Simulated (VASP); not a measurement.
# Si (Fd-3m) in VASP: further runs, part 2 of 2

VASP 6.6.1.

## 4. Density of states, r2SCAN-EpsX+rVV10

POSCAR reads:

```
Si
1.0
    0.0000000000      2.7218511865      2.7218511865
    2.7218511865      0.0000000000      2.7218511865
    2.7218511865      2.7218511865      0.0000000000
Si
2
Cartesian
    2.7218511865      2.7218511865      2.7218511865
    4.0827767798      4.0827767798      4.0827767798
```

INCAR.step1 reads:

```
SYSTEM = Si
PREC = Accurate
ENCUT = 520
EDIFF = 1E-8
ISMEAR = -1
SIGMA = 0.1
LREAL = .FALSE.
LASPH = .TRUE.
NELM = 80
ALGO = Normal
ISIF = 2
LWAVE = .FALSE.
LCHARG = .FALSE.
GGA = PE
LEPSILON = .TRUE.
```

KPOINTS.step1 reads:

```
Automatic mesh
0
G
  8 8 8
  0 0 0
```

INCAR.step2 reads:

```
SYSTEM = Si
PREC = Accurate
ENCUT = 520
EDIFF = 1E-5
ISMEAR = -1
SIGMA = 0.1
LREAL = .FALSE.
LASPH = .TRUE.
NELM = 80
ALGO = Normal
ISIF = 2
LWAVE = .TRUE.
LCHARG = .FALSE.
GGA = PE
```

KPOINTS.step2 reads:

```
Automatic mesh
0
G
  4 4 4
  0 0 0
```

INCAR.step3 reads:

```
SYSTEM = Si
PREC = Accurate
ENCUT = 520
EDIFF = 1E-6
ISMEAR = -5
SIGMA = 0.1
LREAL = .FALSE.
LASPH = .TRUE.
NELM = 80
ALGO = Normal
ISIF = 2
LWAVE = .FALSE.
LCHARG = .FALSE.
METAGGA = R2SCAN
LHFCALC = .TRUE.
AEXX = 0.0713
LMIXTAU = .TRUE.
PRECFOCK = Normal
LUSE_VDW = .TRUE.
IVDW_NL = 2
BPARAM = 11.95
CPARAM = 0.0093
LORBIT = 10
ISTART = 1
NEDOS = 2001
```

KPOINTS.step3 reads:

```
Automatic mesh
0
G
  4 4 4
  0 0 0
```

Potentials or basis: VASP PAW PBE potentials, release 64 (Si).

The run is started by

```sh
> cat potpaw_PBE.64/Si/POTCAR > POTCAR
> cp INCAR.step1 INCAR
> cp KPOINTS.step1 KPOINTS
> mpirun -np 1 vasp_std > vasp.out
> cp INCAR.step2 INCAR
> cp KPOINTS.step2 KPOINTS
> mpirun -np 1 vasp_std > vasp.out
> cp INCAR.step3 INCAR
> cp KPOINTS.step3 KPOINTS
> mpirun -np 1 vasp_std > vasp.out
```

OUTCAR:

```text
SYSTEM = Si
   PREC = Accurate
   ENCUT = 520
   EDIFF = 1E-6
   ISMEAR = -5
   LREAL = .FALSE.
   LASPH = .TRUE.
   NELM = 80
   ISIF = 2
   METAGGA = R2SCAN
   LHFCALC = .TRUE.
   AEXX = 0.0713
   PRECFOCK = Normal
   IVDW_NL = 2
   BPARAM = 11.95
   LORBIT = 10
   ISTART = 1

 ion  position               nearest neighbor table
   1  0.500  0.500  0.500-   2 2.36   2 2.36   2 2.36   2 2.36
   2  0.750  0.750  0.750-   1 2.36   1 2.36   1 2.36   1 2.36

  LATTYP: Found a face centered cubic cell.
 ALAT       =     5.4437023730

  Lattice vectors:

 A1 = (   0.0000000000,   2.7218511865,   2.7218511865)
 A2 = (   2.7218511865,   0.0000000000,   2.7218511865)
 A3 = (   2.7218511865,   2.7218511865,   0.0000000000)

Analysis of symmetry for initial positions (statically):
=====================================================================
 Subroutine PRICEL returns:
 Original cell was already a primitive cell.

 Routine SETGRP: Setting up the symmetry group for a
 face centered cubic supercell.

 Subroutine GETGRP returns: Found 48 space group operations
[... 176 lines left out ...]
      4       5.5067      2.00000
      5       8.6416      0.00000
      6       8.6416      0.00000
      7       8.6416      0.00000
      8       9.8095      0.00000
[... 67 lines left out ...]
 k-point     8 :      -0.2500    0.5000    0.2500
  band No.  band energies     occupation
      1      -2.6735      2.00000
      2      -2.6735      2.00000
      3       1.3983      2.00000
      4       1.3983      2.00000
      5      10.4543      0.00000
      6      10.4543      0.00000
      7      11.3265      0.00000
      8      11.3265      0.00000

------------------------ aborting loop because EDIFF is reached ----------------------------------------

  FORCE on cell =-STRESS in cart. coord.  units (eV):
  Direction    XX          YY          ZZ          XY          YZ          ZX
  --------------------------------------------------------------------------------------
  -------------------------------------------------------------------------------------
  Total       -0.1139638     -0.1139638     -0.1139638      0.0000000      0.0000000      0.0000000
  in kB       -4.5274577     -4.5274577     -4.5274577      0.0000000      0.0000000      0.0000000
  external PRESSURE =      -4.5274577 kB  Pullay stress =       0.0000000 kB

 VOLUME and BASIS-vectors are now :
 -----------------------------------------------------------------------------
  energy-cutoff  :      520.00
  volume of cell :       40.33
      direct lattice vectors                 reciprocal lattice vectors
     0.000000000  2.721851186  2.721851186    -0.183698507  0.183698507  0.183698507
     2.721851186  0.000000000  2.721851186     0.183698507 -0.183698507  0.183698507
     2.721851186  2.721851186  0.000000000     0.183698507  0.183698507 -0.183698507

 POSITION                                       TOTAL-FORCE (eV/Angst)
 -----------------------------------------------------------------------------------
      2.72185      2.72185      2.72185         0.000000     -0.000000     -0.000000
      4.08278      4.08278      4.08278        -0.000000      0.000000      0.000000
 -----------------------------------------------------------------------------------
    total drift:                               -0.000000      0.000000      0.000000

  FREE ENERGIE OF THE ION-ELECTRON SYSTEM (eV)
  ---------------------------------------------------
  free  energy   TOTEN  =       -17.5245644146 eV

  energy  without entropy=      -17.5245644146  energy(sigma->0) =      -17.52456441

 total charge

# of ion       s       p       d       tot
------------------------------------------
    1        0.737   0.978   0.000   1.715
    2        0.737   0.978   0.000   1.715
--------------------------------------------------
tot          1.473   1.957   0.000   3.430
```

Run time: 3.1 min. Hardware: 1 thread of AMD EPYC 9R45 (Zen 5), shared host; peak memory 0.24 GiB.

What came out:

* Free energy: -17.5246 eV
* Pressure: -0.5 GPa
* Band gap on the k mesh: 1.23 eV, indirect (least direct gap 3.13 eV)
* Valence electrons inside the program's atomic spheres: Si 1.72

Levels at points of the mesh, in eV from the valence-band top:
```tsv
k point	band 1	band 2	band 3	band 4	band 5	band 6	band 7	band 8
(0.00, 0.00, 0.00)	-12.82	0.00	0.00	0.00	3.13	3.13	3.13	4.30
(0.50, 0.00, 0.00)	-10.31	-7.45	-1.30	-1.30	2.20	3.97	3.97	8.61
(0.50, 0.50, 0.00)	-8.36	-8.36	-3.08	-3.08	1.23	1.23	11.33	11.33
```

States per cell in windows of 0.5 eV (zero at the valence-band top; states under -8 eV left out):
| from (eV) | total | Si1_p | Si2_p | Si1_s | Si2_s | Si1_d | Si2_d |
| --- | --- | --- | --- | --- | --- | --- | --- |
| -8.0 | 0.17 | 0.01 | 0.01 | 0.03 | 0.03 | 0.00 | 0.00 |
| -7.5 | 0.31 | 0.02 | 0.02 | 0.05 | 0.05 | 0.00 | 0.00 |
| -7.0 | 0.51 | 0.04 | 0.04 | 0.08 | 0.08 | 0.00 | 0.00 |
| -6.5 | 0.30 | 0.03 | 0.03 | 0.04 | 0.04 | 0.00 | 0.00 |
| -6.0 | 0.17 | 0.02 | 0.02 | 0.02 | 0.02 | 0.00 | 0.00 |
| -5.5 | 0.16 | 0.02 | 0.02 | 0.02 | 0.02 | 0.00 | 0.00 |
| -5.0 | 0.13 | 0.01 | 0.01 | 0.02 | 0.02 | 0.00 | 0.00 |
| -4.5 | 0.13 | 0.01 | 0.01 | 0.01 | 0.01 | 0.00 | 0.00 |
| -4.0 | 0.97 | 0.16 | 0.16 | 0.02 | 0.02 | 0.00 | 0.00 |
| -3.5 | 0.53 | 0.09 | 0.09 | 0.01 | 0.01 | 0.00 | 0.00 |
| -3.0 | 0.67 | 0.12 | 0.12 | 0.00 | 0.00 | 0.00 | 0.00 |
| -2.5 | 0.65 | 0.13 | 0.13 | 0.00 | 0.00 | 0.00 | 0.00 |
| -2.0 | 0.70 | 0.14 | 0.14 | 0.00 | 0.00 | 0.00 | 0.00 |
| -1.5 | 0.42 | 0.09 | 0.09 | 0.00 | 0.00 | 0.00 | 0.00 |
| -1.0 | 0.16 | 0.03 | 0.03 | 0.00 | 0.00 | 0.00 | 0.00 |
| -0.5 | 0.03 | 0.01 | 0.01 | 0.00 | 0.00 | 0.00 | 0.00 |
| 0.0 | 0.00 | 0.00 | 0.00 | 0.00 | 0.00 | 0.00 | 0.00 |
| 0.5 | 0.00 | 0.00 | 0.00 | 0.00 | 0.00 | 0.00 | 0.00 |
| 1.0 | 0.01 | 0.00 | 0.00 | 0.00 | 0.00 | 0.00 | 0.00 |
| 1.5 | 0.18 | 0.01 | 0.01 | 0.01 | 0.01 | 0.00 | 0.00 |
| 2.0 | 0.86 | 0.05 | 0.05 | 0.07 | 0.07 | 0.00 | 0.00 |
| 2.5 | 0.68 | 0.04 | 0.04 | 0.05 | 0.05 | 0.00 | 0.00 |
| 3.0 | 0.25 | 0.02 | 0.02 | 0.01 | 0.01 | 0.00 | 0.00 |
| 3.5 | 0.28 | 0.02 | 0.02 | 0.01 | 0.01 | 0.00 | 0.00 |
| 4.0 | 0.52 | 0.05 | 0.05 | 0.01 | 0.01 | 0.00 | 0.00 |
| 4.5 | 0.71 | 0.07 | 0.07 | 0.01 | 0.01 | 0.00 | 0.00 |
| 5.0 | 1.01 | 0.10 | 0.10 | 0.01 | 0.01 | 0.00 | 0.00 |
| 5.5 | 0.36 | 0.04 | 0.04 | 0.01 | 0.01 | 0.00 | 0.00 |
| 6.0 | 0.88 | 0.10 | 0.10 | 0.04 | 0.04 | 0.00 | 0.00 |
| 6.5 | 1.01 | 0.12 | 0.12 | 0.04 | 0.04 | 0.00 | 0.00 |
| 7.0 | 0.60 | 0.08 | 0.08 | 0.03 | 0.03 | 0.00 | 0.00 |
| 7.5 | 0.35 | 0.04 | 0.04 | 0.02 | 0.02 | 0.00 | 0.00 |

Caveat: the k mesh is coarse (spacing up to 0.50 Å⁻¹), so the values aren't converged, least of all with exact exchange; the PAW data sets were made with another functional, which shifts forces and pressure a little.

## 5. Band structure, LDA, non-collinear spin, zero start (volume scaled by 0.8)

POSCAR reads:

```
Si
1.0
    0.0000000000      2.5267428148      2.5267428148
    2.5267428148      0.0000000000      2.5267428148
    2.5267428148      2.5267428148      0.0000000000
Si
2
Direct
    0.5000000000      0.5000000000      0.5000000000
    0.7500000000      0.7500000000      0.7500000000
```

INCAR.step1 reads:

```
PREC = Accurate
ENCUT = 600
EDIFF = 1E-6
ISMEAR = 0
SIGMA = 0.05
LREAL = False
LASPH = False
NELM = 100
ALGO = Fast
ISIF = 2
LWAVE = False
LCHARG = True
LNONCOLLINEAR = True
MAGMOM = 0 0 0 0 0 0
LORBIT = 11
GGA = CA
NBANDS = 20
```

KPOINTS.step1 reads:

```
regular mesh
0
Monkhorst-Pack
  6 6 6
```

INCAR.step2 reads:

```
PREC = Accurate
ENCUT = 600
EDIFF = 1E-6
ISMEAR = 0
SIGMA = 0.05
LREAL = False
LASPH = False
NELM = 100
ALGO = Fast
ISIF = 2
LWAVE = False
LCHARG = False
LNONCOLLINEAR = True
MAGMOM = 0 0 0 0 0 0
LORBIT = 11
GGA = CA
NBANDS = 20
ICHARG = 11
```

KPOINTS.step2 reads:

```
path GXWKGLUWLK,UX
20
line-mode
reciprocal
 0.0000000000  0.0000000000  0.0000000000  G
 0.5000000000  0.0000000000  0.5000000000  X

 0.5000000000  0.0000000000  0.5000000000  X
 0.5000000000  0.2500000000  0.7500000000  W

 0.5000000000  0.2500000000  0.7500000000  W
 0.3750000000  0.3750000000  0.7500000000  K

 0.3750000000  0.3750000000  0.7500000000  K
 0.0000000000  0.0000000000  0.0000000000  G

 0.0000000000  0.0000000000  0.0000000000  G
 0.5000000000  0.5000000000  0.5000000000  L

 0.5000000000  0.5000000000  0.5000000000  L
 0.6250000000  0.2500000000  0.6250000000  U

 0.6250000000  0.2500000000  0.6250000000  U
 0.5000000000  0.2500000000  0.7500000000  W

 0.5000000000  0.2500000000  0.7500000000  W
 0.5000000000  0.5000000000  0.5000000000  L

 0.5000000000  0.5000000000  0.5000000000  L
 0.3750000000  0.3750000000  0.7500000000  K

 0.6250000000  0.2500000000  0.6250000000  U
 0.5000000000  0.0000000000  0.5000000000  X
```

Potentials or basis: VASP PAW LDA potentials, release 64 (Si_GW).

The run is started by

```sh
> cat potpaw_LDA.64/Si_GW/POTCAR > POTCAR
> cp INCAR.step1 INCAR
> cp KPOINTS.step1 KPOINTS
> mpirun -np 1 vasp_ncl > vasp.out
> cp INCAR.step2 INCAR
> cp KPOINTS.step2 KPOINTS
> mpirun -np 1 vasp_ncl > vasp.out
```

Run time: 4.6 min. Hardware: 1 thread of Intel Xeon Platinum 8559C (Emerald Rapids), shared host; peak memory 0.37 GiB.

It converged, with:

```yaml
Band_gap_along_the_path: 0.02 eV, indirect (least direct gap 2.59 eV)
Net_moment: 0.00 μB per cell
```

Levels at the corners of the path, in eV from the valence-band top:
```tsv
point	band 4	band 5	band 6	band 7	band 8	band 9	band 10	band 11	band 12	band 13
Γ	0.00	0.00	0.00	0.00	0.00	2.59	2.59	2.59	2.59	2.59
X	-8.60	-3.46	-3.46	-3.46	-3.46	0.12	0.12	0.12	0.12	11.63
X	-8.60	-3.46	-3.46	-3.46	-3.46	0.12	0.12	0.12	0.12	11.63
W	-8.31	-4.89	-4.89	-4.89	-4.89	4.16	4.16	4.16	4.16	5.63
W	-8.31	-4.89	-4.89	-4.89	-4.89	4.16	4.16	4.16	4.16	5.63
K	-7.93	-5.45	-5.45	-2.94	-2.94	0.73	0.73	4.17	4.17	8.32
K	-7.93	-5.45	-5.45	-2.94	-2.94	0.73	0.73	4.17	4.17	8.32
Γ	0.00	0.00	0.00	0.00	0.00	2.59	2.59	2.59	2.59	2.59
Γ	0.00	0.00	0.00	0.00	0.00	2.59	2.59	2.59	2.59	2.59
L	-8.15	-1.39	-1.39	-1.39	-1.39	2.21	2.21	3.13	3.13	3.13
L	-8.15	-1.39	-1.39	-1.39	-1.39	2.21	2.21	3.13	3.13	3.13
U	-7.93	-5.45	-5.45	-2.94	-2.94	0.73	0.73	4.17	4.17	8.32
U	-7.93	-5.45	-5.45	-2.94	-2.94	0.73	0.73	4.17	4.17	8.32
W	-8.31	-4.89	-4.89	-4.89	-4.89	4.16	4.16	4.16	4.16	5.63
W	-8.31	-4.89	-4.89	-4.89	-4.89	4.16	4.16	4.16	4.16	5.63
L	-8.15	-1.39	-1.39	-1.39	-1.39	2.21	2.21	3.13	3.13	3.13
L	-8.15	-1.39	-1.39	-1.39	-1.39	2.21	2.21	3.13	3.13	3.13
K	-7.93	-5.45	-5.45	-2.94	-2.94	0.73	0.73	4.17	4.17	8.32
U	-7.93	-5.45	-5.45	-2.94	-2.94	0.73	0.73	4.17	4.17	8.32
X	-8.60	-3.46	-3.46	-3.46	-3.46	0.12	0.12	0.12	0.12	11.63
```

Moments on the atoms (μB; x, y, z):
```
Si  0.00 0.00 0.00
Si  0.00 0.00 0.00
```

Caveat: the log is that of the step along the path at fixed density, whose energy, stress, charges and moments have no meaning.
